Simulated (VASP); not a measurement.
## CuO: relaxation of cell and atoms with MS2

Crystal: CuO.

```xyz
2
Lattice="2.5526 0.0000 0.0000 0.0000 2.5526 0.0000 0.0000 0.0000 2.5526" Properties=species:S:1:pos:R:3 pbc="T T T"
Cu    0.0000    0.0000    0.0000
O     1.2763    1.2763    1.2763
```

Measurements of this composition are mostly on another form, of space group No. 15.

```json
{
 "Program": "VASP 6.6.1",
 "Task": "relaxation of cell and atoms",
 "Functional": "MS2",
 "Potentials or basis": "VASP PAW PBE potentials, release 64 (Cu, O)",
 "Cutoff": "600 eV",
 "k mesh": "10 × 10 × 10",
 "Occupations": "gaussian, width 0.05 eV",
 "Spin": "no spin polarisation",
 "Further INCAR settings": "ALGO = Normal; EDIFF = 1e-06; IBRION = 2; EDIFFG = -0.01; NSW = 40; ISIF = 3"
}
```

```
Relaxed volume                         : 8.68 Å³/atom
Relaxed cell                           : a = 2.589 Å, b = 2.589 Å, c = 2.589 Å, α = 90.00°, β = 90.00°, γ = 90.00°
Space group after relaxing (to 0.05 Å) : Pm-3m (No. 221)
Energy gained by relaxing              : 10.2 meV/atom
Ionic steps                            : 4
Pressure after relaxing                : -0.1 GPa
Band gap on the k mesh                 : none (metal or under the smearing width)
```

The path:
```csv
step,energy change (eV),largest force (eV/Å),pressure (GPa),volume (Å³)
1,0.0000,0.0000,8.19,16.63
2,-0.0186,0.0000,-3.21,17.68
3,-0.0206,0.0000,-0.68,17.42
4,-0.0204,0.0000,-0.09,17.35
```

Final structure:
```cif
data_structure
_symmetry_space_group_name_H-M 'P 1'
_symmetry_Int_Tables_number 1
_cell_length_a 2.5890
_cell_length_b 2.5890
_cell_length_c 2.5890
_cell_angle_alpha 90.000
_cell_angle_beta 90.000
_cell_angle_gamma 90.000
_cell_volume 17.35
loop_
_atom_site_label
_atom_site_type_symbol
_atom_site_fract_x
_atom_site_fract_y
_atom_site_fract_z
_atom_site_occupancy
Cu1 Cu 0.00000 0.00000 0.00000 1
O1 O 0.50000 0.50000 0.50000 1
```

Levels at points of the mesh, in eV from the Fermi level:
```
           k point  band 6  band 7  band 8  band 9  band 10  band 11  band 12
(0.00, 0.00, 0.00)   -2.03   -1.62   -1.62   -1.62     0.93    16.24    16.24
(0.50, 0.00, 0.00)   -1.56   -1.29    0.46    0.46     6.79     8.57    17.98
(0.50, 0.50, 0.00)   -2.10   -2.10   -1.33   -1.01     5.51    12.01    12.01
(0.50, 0.50, 0.50)   -1.30    0.37    0.37    0.37     7.17     7.17     7.17
```

Run time: 2.2 min on 1 thread of Intel(R) Xeon(R) Platinum 8259CL CPU @ 2.50GHz (Skylake/Cascade Lake) (shared host), peak memory 0.14 GiB.

Caveat: the PAW data sets were made with another functional, which shifts forces and pressure a little; an odd number of electrons without spin polarisation forces a metal; a magnetic or distorted state may lie lower; the run has no spin polarisation, though such a crystal can be magnetic; semilocal functionals often make such compounds metallic where correlation or magnetic order opens a gap, which also shifts bond lengths.
